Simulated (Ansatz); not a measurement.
ZrO$_{2}$: relaxed-ion elastic tensor

Theory: Ansatz 0.2.0, DFT PBE, scalar-relativistic, plane waves, PAW. Settings: 420 eV plane-wave cutoff, Γ-centred 8×8×8 mesh, fixed occupations. No spin polarisation.

Equilibrium structure at this level:
```yaml
crystal:
  lattice:
    - [0.00000, 2.55792, 2.55792]
    - [2.55792, 0.00000, 2.55792]
    - [2.55792, 2.55792, 0.00000]
  atoms:
    - { symbol: Zr, position: [0.00000, 0.00000, 0.00000] }
    - { symbol: O, position: [0.25000, 0.25000, 0.25000] }
    - { symbol: O, position: [0.75000, 0.75000, 0.75000] }
```

The cell has the fluorite type, in a space group that the Crystallography Open Database lists for this formula; it was reached from a generator's guess.

Question: Give the relaxed-ion elastic constants (GPa, Voigt order xx yy zz yz xz xy, on the Cartesian axes of the cell above).

Answer:
C11 = 520.7, C12 = 94.2, C13 = 94.2, C22 = 520.7, C23 = 94.2, C33 = 520.7, C44 = 61.2, C55 = 61.2, C66 = 61.2 GPa; the others vanish.

Question: Is the crystal stable against homogeneous strain?

Answer: Yes: the least eigenvalue of the tensor is 61.2 GPa.

Question: And the moduli of a polycrystal (Hill averages)?

Answer: B = 236 GPa, G = 104 GPa, E = 272 GPa, ν = 0.31.
